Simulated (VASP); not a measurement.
The system is AlAs.

```xyz
2
Lattice="0.0000 2.8304 2.8304 2.8304 0.0000 2.8304 2.8304 2.8304 0.0000" Properties=species:S:1:pos:R:3 pbc="T T T"
Al    0.0000    0.0000    0.0000
As    1.4152    1.4152    1.4152
```

```yaml
Program: VASP 6.6.1
Task: relaxation of cell and atoms
Functional: PBE
Potentials_or_basis: VASP PAW PBE potentials, release 64 (Al, As)
Cutoff: 600 eV
k_mesh: 10 × 10 × 10
Occupations: gaussian, width 0.03 eV
Spin: no spin polarisation
```

At the start: pressure 2.8 GPa; volume 22.67 Å³/atom.

How do energy, volume and symmetry change on relaxing?

Over 3 steps the energy falls by 7.3 meV/atom and the volume is 23.55 Å³/atom (+3.9 %); space group F-43m (No. 216, to 0.05 Å).

Step by step:
```tsv
step	energy change (eV)	largest force (eV/Å)	pressure (GPa)	volume (Å³)
1	0.0000	0.0000	2.78	45.35
2	-0.0113	0.0000	-1.19	47.98
3	-0.0146	0.0000	0.01	47.10
```

Final structure:
```cif
data_structure
_symmetry_space_group_name_H-M 'P 1'
_symmetry_Int_Tables_number 1
_cell_length_a 4.0536
_cell_length_b 4.0536
_cell_length_c 4.0536
_cell_angle_alpha 60.000
_cell_angle_beta 60.000
_cell_angle_gamma 60.000
_cell_volume 47.10
loop_
_atom_site_label
_atom_site_type_symbol
_atom_site_fract_x
_atom_site_fract_y
_atom_site_fract_z
_atom_site_occupancy
Al1 Al 0.00000 0.00000 0.00000 1
As1 As 0.25000 0.25000 0.25000 1
```
